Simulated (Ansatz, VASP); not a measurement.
## One calculation of Al, two programs

Contents of INCAR:

```
ALGO = Normal ; EDIFF = 1E-7
ENCUT = 520 ; GGA = PE
ISIF = 2 ; ISMEAR = 0
LASPH = T ; LCHARG = F
LREAL = F ; LWAVE = F
NBANDS = 8 ; NELM = 80
PREC = Accurate ; SIGMA = 0.6
```

KPOINTS

```
k-points
0
Gamma
  13 13 13
```

File POSCAR:

```
Al
1.0
    0.0000000000      2.0199630948      2.0199630948
    2.0199630948      0.0000000000      2.0199630948
    2.0199630948      2.0199630948      0.0000000000
Al
1
Direct
    0.0000000000      0.0000000000      0.0000000000
```

Input for Ansatz:

```yaml
crystal:
  lattice:
    - [0.0, 2.0199630948, 2.0199630948]
    - [2.0199630948, 0.0, 2.0199630948]
    - [2.0199630948, 2.0199630948, 0.0]
  atoms:
    - { symbol: Al, position: [0.0, 0.0, 0.0] }
hamiltonian:
  xc: pbe
  pseudopotentials:
    kind: paw
    azcp:
      Al: "pseudopotentials/Al.paw.azcp"
basis:
  ecutwfc: 420
  fft_grid_basis: typed
kpoints:
  mp_grid: { grid: [13, 13, 13], shift: [0, 0, 0] }
magnetization:
  spin_polarized: false
scf:
  occupations: { method: gaussian, width: 0.6 }
  lower_state_search: "off"
output:
  stress: true
  write_density: true
  write_potential: true
  elf: true
  volumetric_format: npy
```

Alike in both runs: task single point; functional PBE; k mesh 13 × 13 × 13; occupations gaussian, width 0.6 eV; no spin polarisation.

|  | VASP | Ansatz |
| --- | --- | --- |
| version | VASP 6.6.1 | Ansatz 0.2.0 |
| potentials or method | VASP PAW PBE potentials, release 64 (Al) | plane waves (420 eV) with PAW, scalar-relativistic |
| plane-wave cutoff (eV) | 520 | 420 |
| valence electrons in the cell | 3 | 3 |

```tsv
	VASP	Ansatz	Ansatz less VASP
pressure (GPa)	0.3	0.3	+0.04
```
